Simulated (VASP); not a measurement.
# CO₂: convergence, deformation potentials

CO₂, Cmce (no. 64), 6 atoms in the cell. PBE, strained cells; PAW potentials O, C (PBE set). VASP 6.6.1.

Wanted: gap against ln V within 0.1 eV.

The series start from Relative volume step: 0.02; Cutoff (eV): 500; k-point spacing (1/Å): 0.3. Each series keeps the choices made before it, and each single choice may use up half of a tolerance. Times cover all steps of a run.

## Relative volume step

| Relative volume step | Gap against ln V (eV) | Time (s) |
|---|---|---|
| 0.06 | -0.19 | 396 |
| 0.02 | -0.19 | 358 |
| 0.01 (reference) | -0.19 | 358 |

Chosen: 0.06, the loosest value from which every tighter one stays within half of the tolerance.

## Cutoff (eV)

| Cutoff (eV) | Gap against ln V (eV) | Time (s) |
|---|---|---|
| 320 | 0.09 | 363 |
| 400 | -0.21 | 375 |
| 500 | -0.19 | 396 |
| 640 (reference) | -0.20 | 447 |

Chosen: 400.

## k-point spacing (1/Å)

| k-point spacing (1/Å) | Gap against ln V (eV) | Time (s) |
|---|---|---|
| 0.9 | no result | 332 |
| 0.5 | -0.21 | 359 |
| 0.3 | -0.21 | 375 |
| 0.2 (reference) | -0.20 | 414 |

Chosen: 0.5.

## All choices together

| Input | Gap against ln V (eV) | Time (s) |
|---|---|---|
| quick settings (naive) | 0.31 | 286 |
| chosen settings | -0.21 | 359 |
| reference settings throughout | -0.21 | 529 |

The tolerance is met.

## The input

INCAR.step1:
```
  PREC = Accurate
  ENCUT = 600
  EDIFF = 1E-7
  ISMEAR = 0
  SIGMA = 0.05
  ALGO = Normal
  LREAL = False
  LASPH = True
  NELM = 100
  LWAVE = False
  LCHARG = False
  IBRION = 2
  NSW = 30
  ISIF = 3
  EDIFFG = -0.005
  KPAR = 4
```

INCAR.step2, as INCAR.step1 but for:
```
- ENCUT = 600
- EDIFF = 1E-7
- NSW = 30
- ISIF = 3
+ ENCUT = 400
+ EDIFF = 1E-6
+ NSW = 15
```

KPOINTS.step1:
```
k-points
0
Gamma
  6 6 4
```

KPOINTS.step2:
```
Automatic mesh
0
Gamma
  4 4 2
  0 0 0
```

POSCAR.step1:
```
CO2
1.0
    2.6359112300     -2.3873781200      0.0000000000
    2.6359112300      2.3873781200      0.0000000000
    0.0000000000      0.0000000000      6.5871749100
O C
4 2
Direct
    0.3065085700      0.6934914300      0.6081566100
    0.6934914300      0.3065085700      0.3918433900
    0.1934914300      0.8065085700      0.1081566100
    0.8065085700      0.1934914300      0.8918433900
    0.5000000000      0.5000000000      0.5000000000
    0.0000000000      0.0000000000      0.0000000000
```

POSCAR.step2:
```
CO2
1.0
    2.9177744595     -2.6065298136      0.0000000000
    2.9177744595      2.6065298136      0.0000000000
    0.0000000000      0.0000000000      6.9292514711
O C
4 2
Direct
    0.3174364370      0.6825635630      0.5996020400
    0.6825635630      0.3174364370      0.4003979600
    0.1825635630      0.8174364370      0.0996020400
    0.8174364370      0.1825635630      0.9003979600
    0.5000000000      0.5000000000      0.5000000000
    0.0000000000      0.0000000000      0.0000000000
```

POSCAR.step3:
```
CO2
1.0
    2.9750002519     -2.6576512199      0.0000000000
    2.9750002519      2.6576512199      0.0000000000
    0.0000000000      0.0000000000      7.0651536497
O C
4 2
Direct
    0.3174364370      0.6825635630      0.5996020400
    0.6825635630      0.3174364370      0.4003979600
    0.1825635630      0.8174364370      0.0996020400
    0.8174364370      0.1825635630      0.9003979600
    0.5000000000      0.5000000000      0.5000000000
    0.0000000000      0.0000000000      0.0000000000
```

POSCAR.step4:
```
CO2
1.0
    2.8582113289     -2.5533203973      0.0000000000
    2.8582113289      2.5533203973      0.0000000000
    0.0000000000      0.0000000000      6.7877984849
O C
4 2
Direct
    0.3174364370      0.6825635630      0.5996020400
    0.6825635630      0.3174364370      0.4003979600
    0.1825635630      0.8174364370      0.0996020400
    0.8174364370      0.1825635630      0.9003979600
    0.5000000000      0.5000000000      0.5000000000
    0.0000000000      0.0000000000      0.0000000000
```

Commands (each step's output is kept before the next begins):
```
cat potpaw_PBE.64/O/POTCAR potpaw_PBE.64/C/POTCAR > POTCAR
cp INCAR.step1 INCAR
cp KPOINTS.step1 KPOINTS
cp POSCAR.step1 POSCAR
mpirun -np 4 vasp_std > vasp.out
rm WAVECAR CHG
cp INCAR.step2 INCAR
cp KPOINTS.step2 KPOINTS
cp POSCAR.step2 POSCAR
mpirun -np 4 vasp_std > vasp.out
rm WAVECAR CHG
cp POSCAR.step3 POSCAR
mpirun -np 4 vasp_std > vasp.out
rm WAVECAR CHG
cp POSCAR.step4 POSCAR
mpirun -np 4 vasp_std > vasp.out
```

The chosen input took VASP 6.6.1 359 s on 4 cores (Intel Xeon Platinum 8488C (Sapphire Rapids)), a shared host.
